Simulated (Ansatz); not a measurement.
# HfO2: random displacements

Theory: DFT r2SCAN, scalar-relativistic, plane waves, PAW in Ansatz. The runs took a 500 eV cutoff, a Γ-centred 6×6×6 mesh and Gaussian smearing (0.05 eV). Spin–orbit coupling is left out, which matters for the heavy elements here. No spin polarisation. Energies are free energies at this smearing, counted from the undisturbed cell; pressure is positive in compression.

The starting cell (relaxed at this level; this form isn't the usual structure):

```yaml
crystal:
  lattice:
    - [3.57682, 0.00000, 0.00000]
    - [0.00000, 3.57682, 0.00000]
    - [0.00000, 0.00000, 5.20267]
  atoms:
    - { symbol: Hf, position: [0.50000, 0.50000, 0.50000] }
    - { symbol: Hf, position: [0.00000, 0.00000, 0.00000] }
    - { symbol: O, position: [0.00000, 0.50000, 0.69616] }
    - { symbol: O, position: [0.50000, 0.00000, 0.80384] }
    - { symbol: O, position: [0.50000, 0.00000, 0.30384] }
    - { symbol: O, position: [0.00000, 0.50000, 0.19616] }
```

The atoms are displaced (Å, in the unstrained cell):

```
atom ux uy uz
 Hf1   0.011   0.012   0.041
 Hf2   0.023  -0.005  -0.024
  O3  -0.060   0.045  -0.025
  O4   0.008  -0.043  -0.022
  O5   0.058  -0.007   0.025
  O6  -0.041  -0.002   0.004
```

Strain (Voigt, engineering shear): (-0.0052, -0.0198, -0.0139, 0.0139, 0.0081, 0.0100).

Question: What are the energy change, the stress and the forces?

Answer: ΔE = 44.4 meV/atom; stress (xx, yy, zz, yz, xz, xy; compression positive) (13.64, 11.70, 11.68, -1.33, 0.00, -2.06) GPa; gap on the mesh 5.21 eV.
```tsv
atom	Fx (eV/Å)	Fy	Fz
Hf1	-0.73	-0.37	-1.27
Hf2	-0.56	0.10	0.82
O3	1.64	-0.47	1.00
O4	-0.26	0.50	0.37
O5	-0.68	0.45	-0.66
O6	0.61	-0.22	-0.26
```

Cost: 1 run of about 1 core-minutes, on Intel Xeon Platinum 8375C (Ice Lake) (shared hosts).